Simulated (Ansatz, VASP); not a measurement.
# O (O/Ir(111)): VASP beside Ansatz

One calculation is typed for both programs; each brings its own data sets. How far apart do they land? The cell is taken from a series of runs on this material, whose earlier steps may have relaxed, scaled, displaced or heated it; both programs get it as it stands.

Method: plane waves, with VASP 6.6.1 beside it; PBE, in Ansatz 0.2.0.

**1. Starting point**

The cell holds 1 atom: 1 O. Its edges and angles: a = 5.431 Å, b = 5.431 Å, c = 25.989 Å, α = 90.0°, β = 90.0°, γ = 60.0°. Vacuum lies along c.

**2. Ansatz: single point, PBE**

Ansatz runs on its default PAW (the set named soft_2) files.

With cell and atoms fixed, the geometry can't cause a difference; cores, projectors, grids and the points listed under the comparison can.

The input, input.yaml:

```yaml
crystal:
  lattice:
    - [5.4305800796, 0.0, 0.0]
    - [2.7152900398, 4.7030203062, 0.0]
    - [0.0, 0.0, 25.988603367]
  atoms:
    - { symbol: O, position: [0.3333333333, 0.3333333333, 0.6523954392], spin: 1.0 }
magnetization:
  spin_polarized: true
kpoints:
  mp_grid: { grid: [7, 7, 1] }
hamiltonian:
  xc: pbe
scf:
  occupations: { method: fermi_dirac, width: 0.1 }
  convergence: { dr2_threshold: 1.0e-08 }
efield:
  axis: 3
  dipole_correction: true
  ramp_position: 0.97
  ramp_width: 0.06
output:
  write_potential: true
  write_density: true
  volumetric_format: npy
```

On the command line:

```
> ansatz run input.yaml --threads 4 --pin off --max-ram 12288MiB --backend cpu --events-out ev --progress --plain --runs-dir out
```

Numbers of over 12 decimals in the logs are rounded to 6 here.

Log:

```text
Engine: ansatz 0.2.0, aarch64-unknown-linux-gnu
Pseudopotentials: kind: paw
Pseudopotential: O, paw, valence charge 6, recommended cutoff 420 eV (normal), O.paw.azcp
Functional definition: PBE
  parameter kappa = 0.804
  parameter beta = 0.066725
  exchange = pbe_x(kappa = kappa, mu = beta*pi^2/3)
  correlation = pbe_c(beta = beta)
Crystal: 1 atoms, lattice volume = 663.752 Å³
Basis set: ecut = 420 eV, 12921 PW (Γ)
Bands: 8, of which v1, the nominal top of the filled ones, is band 3 counted from 1 (2 counted from 0)
Symmetry: 12 space group operations
k-points: 8 of 49
Non-local potential: O, projectors of the file, l = 0: 2, l = 1: 2, l = 2: 1
PAW form: soft (Blöchl's): semilocal exchange-correlation on the pseudo side does not see the compensation charge
PAW one-centre angular grid: O, 110 points (default); XC on 64 Gauss nodes
Initial density: superposition of atomic densities (neutral atoms: chi_scale 0, normalization atom)
Starting moments: Σ|m| = 1 μB on 1 of 1 site
Initial wavefunctions: pseudopotential atomic-orbital guess
Functional: x = pbe(κ = 0.804, μ = 0.219515), c = pbe(β = 0.066725)
iter 1 solved again at ethr=3.84e-5 eV; its pass at ethr=3.10e-3 eV (dr2=2.30e-3 eV) is discarded
SCF iter   1: F=—  HF=-561.254805 eV  |F-HF|=—  |Δ(HF+E_count)|=         —  Δρ=1.29e-2 (↑1.29e-2 ↓1.23e-2)  dr2=2.60e-3  dr2_m=9.63e-1  M=2.000 μB ∫|m|=2.004 μB  β_m=1.00  ethr=3.84e-5  p=-0.000 e·Å  D=-3.53e-8 V/Å  ΔV_dip=0.00 eV  dr2_dipole=3.02e-12  V_vac-E_F(+/−)=8.33/8.33 eV  ⟨swp⟩=1.6  Hψ=1147  notcnv=0
efield: sawtooth ramp at fractional position 0.9700 (set: `efield.ramp_position`, or a place that a band, a saddle search or an elastic batch's reference lends), width 0.0600; the density the first Hamiltonian is built on has a dipole p = -0.000 e·Å; the dipole correction subtracts the counter field D = -3.53e-8 V/Å, which shifts the + side's vacuum level by +0.00 eV against the − side's; the planar-averaged density in the ramp window peaks in size at 4.5e-7 e/Å³
preconditioner: auto → none  [insulator: Δε(μ)=1.436 eV  Ē_g=8.024 eV  σ=0.100 eV  W_gap=0.62  n_scr=10 (ndim 8)  ℏωp=2.9 eV  f_vac=0.910  D(μ)=6.65/eV (n_scr^D=16)  ε∞_Penn≈1.1]
SCF iter   2: F=—  HF=-561.429396 eV  |F-HF|=—  |Δ(HF+E_count)|=   1.75e-1  Δρ=1.12e-3 (↑1.12e-3 ↓7.25e-4)  dr2=1.11e-3  dr2_m=5.13e-3  M=2.000 μB ∫|m|=2.005 μB  β_m=1.00  ethr=3.84e-5  p=0.000 e·Å  D=3.49e-7 V/Å  ΔV_dip=-0.00 eV  dr2_dipole=1.99e-13  V_vac-E_F(+/−)=7.58/7.58 eV  ⟨swp⟩=2.7  Hψ=234  notcnv=0  κ⁻¹=1.0e0(r=1)
SCF iter   3: F=—  HF=-561.532416 eV  |F-HF|=—  |Δ(HF+E_count)|=   1.03e-1  Δρ=3.08e-4 (↑7.84e-5 ↓3.08e-4)  dr2=2.07e-4  dr2_m=2.12e-4  M=2.000 μB ∫|m|=2.005 μB  β_m=1.00  ethr=1.84e-5  p=0.000 e·Å  D=6.08e-7 V/Å  ΔV_dip=-0.00 eV  dr2_dipole=7.48e-13  V_vac-E_F(+/−)=7.41/7.41 eV  ⟨swp⟩=2.0  Hψ=201  notcnv=0  κ⁻¹=8.3e-3(r=2)
SCF iter   4: F=—  HF=-561.596908 eV  |F-HF|=—  |Δ(HF+E_count)|=   6.45e-2  Δρ=5.23e-4 (↑2.92e-4 ↓5.23e-4)  dr2=1.00e-3  dr2_m=4.34e-4  M=2.000 μB ∫|m|=2.005 μB  β_m=1.00  ethr=3.45e-6  p=0.000 e·Å  D=7.38e-7 V/Å  ΔV_dip=-0.00 eV  dr2_dipole=4.02e-13  V_vac-E_F(+/−)=7.42/7.42 eV  ⟨swp⟩=2.5  Hψ=216  notcnv=0  κ⁻¹=5.4e-3(r=3)
SCF iter   5: F=—  HF=-561.632363 eV  |F-HF|=—  |Δ(HF+E_count)|=   3.55e-2  Δρ=1.78e-3 (↑4.94e-4 ↓1.78e-3)  dr2=8.89e-3  dr2_m=3.18e-3  M=2.000 μB ∫|m|=2.005 μB  β_m=1.00  ethr=3.45e-6  p=0.000 e·Å  D=6.52e-7 V/Å  ΔV_dip=-0.00 eV  dr2_dipole=6.61e-17  V_vac-E_F(+/−)=7.40/7.40 eV  ⟨swp⟩=2.0  Hψ=216  notcnv=0  κ⁻¹=2.6e-5(r=4)
SCF iter   6: F=—  HF=-561.660458 eV  |F-HF|=—  |Δ(HF+E_count)|=   2.81e-2  Δρ=4.53e-3 (↑1.16e-3 ↓4.53e-3)  dr2=5.78e-2  dr2_m=1.79e-2  M=2.000 μB ∫|m|=2.006 μB  β_m=1.00  ethr=3.45e-6  p=0.000 e·Å  D=8.56e-7 V/Å  ΔV_dip=-0.00 eV  dr2_dipole=8.77e-14  V_vac-E_F(+/−)=7.36/7.36 eV  ⟨swp⟩=2.0  Hψ=192  notcnv=0  κ⁻¹=3.0e-6(r=5)
SCF iter   7: F=—  HF=-561.708353 eV  |F-HF|=—  |Δ(HF+E_count)|=   4.79e-2  Δρ=5.80e-3 (↑2.91e-3 ↓5.80e-3)  dr2=1.36e-1  dr2_m=1.40e-2  M=2.000 μB ∫|m|=2.006 μB  β_m=1.00  ethr=3.45e-6  p=0.000 e·Å  D=1.53e-6 V/Å  ΔV_dip=-0.00 eV  dr2_dipole=1.07e-11  V_vac-E_F(+/−)=7.41/7.41 eV  ⟨swp⟩=3.5  Hψ=241  notcnv=0  κ⁻¹=7.4e-7(r=6)
SCF iter   8: F=—  HF=-561.740940 eV  |F-HF|=—  |Δ(HF+E_count)|=   3.26e-2  Δρ=4.66e-3 (↑4.66e-3 ↓4.38e-3)  dr2=1.47e-1  dr2_m=2.08e-3  M=2.000 μB ∫|m|=2.006 μB  β_m=1.00  ethr=3.45e-6  p=0.000 e·Å  D=1.94e-6 V/Å  ΔV_dip=-0.00 eV  dr2_dipole=7.19e-14  V_vac-E_F(+/−)=7.49/7.49 eV  ⟨swp⟩=3.0  Hψ=309  notcnv=0  κ⁻¹=1.2e-7(r=7)
SCF iter   9: F=—  HF=-561.756076 eV  |F-HF|=—  |Δ(HF+E_count)|=   1.51e-2  Δρ=4.95e-3 (↑4.95e-3 ↓4.06e-3)  dr2=1.46e-1  dr2_m=3.27e-3  M=2.000 μB ∫|m|=2.006 μB  β_m=1.00  ethr=3.45e-6  p=0.000 e·Å  D=1.50e-6 V/Å  ΔV_dip=-0.00 eV  dr2_dipole=1.44e-12  V_vac-E_F(+/−)=7.51/7.51 eV  ⟨swp⟩=2.5  Hψ=192  notcnv=0  κ⁻¹=1.4e-8(r=8)
[...]
SCF iter  13: F=—  HF=-561.769686 eV  |F-HF|=—  |Δ(HF+E_count)|=   3.93e-3  Δρ=4.73e-3 (↑4.73e-3 ↓3.79e-3)  dr2=1.31e-1  dr2_m=3.20e-3  M=2.000 μB ∫|m|=2.006 μB  β_m=1.00  ethr=3.45e-6  p=-0.000 e·Å  D=-1.14e-6 V/Å  ΔV_dip=0.00 eV  dr2_dipole=3.93e-11  V_vac-E_F(+/−)=7.51/7.51 eV  ⟨swp⟩=1.5  Hψ=144  notcnv=0  κ⁻¹=4.1e-9(r=8)
SCF iter  14: F=—  HF=-561.805830 eV  |F-HF|=—  |Δ(HF+E_count)|=   3.61e-2  Δρ=6.26e-3 (↑6.26e-3 ↓4.98e-3)  dr2=2.30e-1  dr2_m=5.45e-3  M=2.000 μB ∫|m|=2.006 μB  β_m=1.00  ethr=3.45e-6  p=-0.000 e·Å  D=-3.41e-6 V/Å  ΔV_dip=0.00 eV  dr2_dipole=5.92e-11  V_vac-E_F(+/−)=7.59/7.59 eV  ⟨swp⟩=2.0  Hψ=184  notcnv=0  κ⁻¹=3.2e-9(r=8)
SCF iter  15: F=—  HF=-561.731352 eV  |F-HF|=—  |Δ(HF+E_count)|=   7.45e-2  Δρ=1.28e-3 (↑1.28e-3 ↓1.20e-3)  dr2=1.09e-2  dr2_m=4.14e-4  M=2.000 μB ∫|m|=2.006 μB  β_m=1.20  ethr=3.45e-6  p=0.000 e·Å  D=2.46e-5 V/Å  ΔV_dip=-0.00 eV  dr2_dipole=1.15e-9  V_vac-E_F(+/−)=7.30/7.31 eV  ⟨swp⟩=3.6  Hψ=366  notcnv=0
Mixer restart at iter 15: flushing history
spin-set hold released at iteration 15 (site moments' squared step at or under half its running peak, from the soft ceiling on): the magnetisation degrees of freedom join the quasi-Newton model from the next iteration; the mixer history was flushed
SCF iter  16: F=—  HF=-561.730305 eV  |F-HF|=—  |Δ(HF+E_count)|=   1.05e-3  Δρ=8.45e-4 (↑7.99e-4 ↓8.45e-4)  dr2=5.00e-3  dr2_m=8.10e-6  M=2.000 μB ∫|m|=2.006 μB  β_m=1.20  ethr=3.45e-6  p=0.000 e·Å  D=1.71e-5 V/Å  ΔV_dip=-0.00 eV  dr2_dipole=5.01e-10  V_vac-E_F(+/−)=7.28/7.28 eV  ⟨swp⟩=2.4  Hψ=182  notcnv=0  κ⁻¹=1.0e0(r=1)
density mixer auto → broyden: no gap read (density of states about μ 2.04 of a free-electron gas's, 10 screened modes)
SCF iter  17: F=—  HF=-561.729192 eV  |F-HF|=—  |Δ(HF+E_count)|=   1.11e-3  Δρ=1.97e-4 (↑1.97e-4 ↓1.80e-4)  dr2=2.39e-4  dr2_m=2.28e-5  M=2.000 μB ∫|m|=2.006 μB  β_m=1.20  ethr=3.45e-6  p=0.000 e·Å  D=5.14e-6 V/Å  ΔV_dip=-0.00 eV  dr2_dipole=2.19e-11  V_vac-E_F(+/−)=7.27/7.27 eV  ⟨swp⟩=2.1  Hψ=185  notcnv=0  κ⁻¹=1.2e-1(r=2)
SCF iter  18: F=—  HF=-561.729230 eV  |F-HF|=—  |Δ(HF+E_count)|=   3.75e-5  Δρ=1.15e-5 (↑9.56e-6 ↓1.15e-5)  dr2=8.75e-7  dr2_m=9.09e-8  M=2.000 μB ∫|m|=2.006 μB  β_m=1.20  ethr=3.45e-6  p=0.000 e·Å  D=1.86e-6 V/Å  ΔV_dip=-0.00 eV  dr2_dipole=2.21e-16  V_vac-E_F(+/−)=7.27/7.27 eV  ⟨swp⟩=2.0  Hψ=152  notcnv=0  κ⁻¹=6.2e-4(r=3)
SCF iter  19: F=—  HF=-561.729248 eV  |F-HF|=—  |Δ(HF+E_count)|=   1.83e-5  Δρ=7.55e-6 (↑7.55e-6 ↓6.51e-6)  dr2=4.10e-7  dr2_m=5.62e-9  M=2.000 μB ∫|m|=2.006 μB  β_m=1.20  ethr=1.46e-8  p=0.000 e·Å  D=1.84e-6 V/Å  ΔV_dip=-0.00 eV  dr2_dipole=1.70e-15  V_vac-E_F(+/−)=7.27/7.27 eV  ⟨swp⟩=2.3  Hψ=178  notcnv=0  κ⁻¹=2.9e-5(r=4)
SCF iter  20: F=—  HF=-561.729251 eV  |F-HF|=—  |Δ(HF+E_count)|=   3.03e-6  Δρ=2.30e-6 (↑1.56e-6 ↓2.30e-6)  dr2=2.75e-8  dr2_m=6.91e-9  M=2.000 μB ∫|m|=2.006 μB  β_m=1.20  ethr=6.84e-9  p=0.000 e·Å  D=1.83e-6 V/Å  ΔV_dip=-0.00 eV  dr2_dipole=1.29e-14  V_vac-E_F(+/−)=7.27/7.27 eV  ⟨swp⟩=2.0  Hψ=168  notcnv=0  κ⁻¹=1.2e-5(r=5)
SCF iter  21: F=-561.729251 eV  HF=-561.729251 eV  |F-HF|=1.10e-9  |Δ(HF+E_count)|=   1.90e-7  Δρ=6.26e-7 (↑4.10e-7 ↓6.26e-7)  dr2=3.73e-9  dr2_m=3.73e-10  M=2.000 μB ∫|m|=2.006 μB  ethr=1.67e-10  p=0.000 e·Å  D=1.80e-6 V/Å  ΔV_dip=-0.00 eV  dr2_dipole=5.11e-15  V_vac-E_F(+/−)=7.27/7.27 eV  ⟨swp⟩=2.3  Hψ=534  notcnv=0
SCF 1 converged in 21 iterations: F = -561.729251 eV  dr2 = 3.73e-9
  greatest PAW one-centre occupation: 0.894 electrons in one spin orbital (limit 2), on the O atom at site 0 (counted from 0), in its partial waves of l = 0
WARN: The output density's exchange-correlation potential varies sharply where the density is thin. Do not read a vacuum level from v_tot or v_xc, or from such a field of the output density. On a cell that repeats whose density bears no net charge and no dipole along the vacuum's axis use v_es (v_loc + v_h of the components); under efield.dipole_correction with no amplitude use v_es + v_field, which holds any externa [...]
this state was not tested for a lower state beside it, because the mixer in use, unlike msr1, does not test its closes by its own steps (another_mixer; see scf.mixing.algorithm and scf.lower_state_search)
SCF converged after 21 iterations
Magnetization: 2.0000 μB (4.0000 up, 2.0000 down)
Absolute magnetization: 2.0061 μB (∫|ρ↑−ρ↓|, with the PAW one-centre terms)
Spin contamination: 0.0051 ħ² per cell (⟨S²⟩ above its minimum at these occupations)
Per-site moments (μB) at R_I (Å): [(1.999212, 2.240114)]
Free energy (F): -561.729251 eV
Harris-Foulkes:  -561.729251 eV  (|F-HF|=1.10e-9)
Internal energy: -561.590724 eV  (E = F + TS)
E sigma→0 (E₀):  -561.659988 eV
Entropy (-TS):   -0.138527 eV (-138.527 meV/atom)
Fermi energy:    -7.133061 eV
Dipole field:    D = 0.000002 V/Å  (p = 0.000006 e·Å, saw-weighted, corrected)
Work function:   Φ+ = 7.2685 eV   Φ− = 7.2686 eV
Levels:          The Fermi level and band energies are counted from a zero that moves with the ramp; work functions are not
--- Per-component energies (eV) ---
  E_band       = -83.831455
  E_kinetic    = 164.826434
  E_local      = -1074.457224  (includes V_loc(G=0)·N_el)
  E_nonlocal   = 50.327579
  E_hartree    = 449.197530
  E_xc         = -69.569638
  E_vxc        = -88.313848  (∫ρ·V_xc dr)
  E_paw        = -157.010211  (= ΣΔE_a)
  E_vpaw       = -34.610136  (= ΣTr[D̂ρ^β])
  E_aug_tail   = 0.002208  (compensation charges beyond the density's cutoff)
  E_efield     = 0.000000  (sawtooth field / dipole correction)
  E_vefield    = -0.000041  (∫n·V_field dr)
  E_ewald      = 75.092597
  E_smearing   = -0.138527  (= −TS)
  E_closure    = -0.000000  (closes the sum)
  Σ components = -561.729251   (vs F -561.729251, Δ=0.00e0)
--- Band table (eV; the first three rows and the last of 16) ---
  k-point 0 ↑: bands = ["-25.0103", "-10.7086", "-9.6511", "-9.6511", "-0.8495", "0.1036", "0.1507", "0.6727"]
  k-point 1 ↑: bands = ["-25.0102", "-10.7081", "-9.6557", "-9.6521", "-0.7013", "0.2401", "0.2897", "0.8093"]
  k-point 2 ↑: bands = ["-25.0099", "-10.7070", "-9.6659", "-9.6545", "-0.2631", "0.6497", "0.7066", "1.2193"]
  k-point 7 ↓: bands = ["-21.6563", "-7.1504", "-7.1367", "-6.3886", "1.1390", "1.8231", "1.8356", "1.9809"]
```

In the SCF lines HF is the Harris–Foulkes energy and dr2 the Hartree energy of the density residual, in eV; the loop may stop once dr2 is under the threshold and the program's other checks hold. Hψ counts applications of the Hamiltonian.

(Part 1 of 2 ends here.)

[Lines on the potential files, build, host, timing and source positions are cut from VASP's logs without a mark.]

[Logs are printed without paths, hosts, clocks, repeated set-up lines and the standing remarks that a program may print on its own settings, such as how far it seeks lower states.]

[Hosts, paths, dates, database ids (printed as entryN), source tags and the programs' standing remarks are cut or masked in the printed files.]
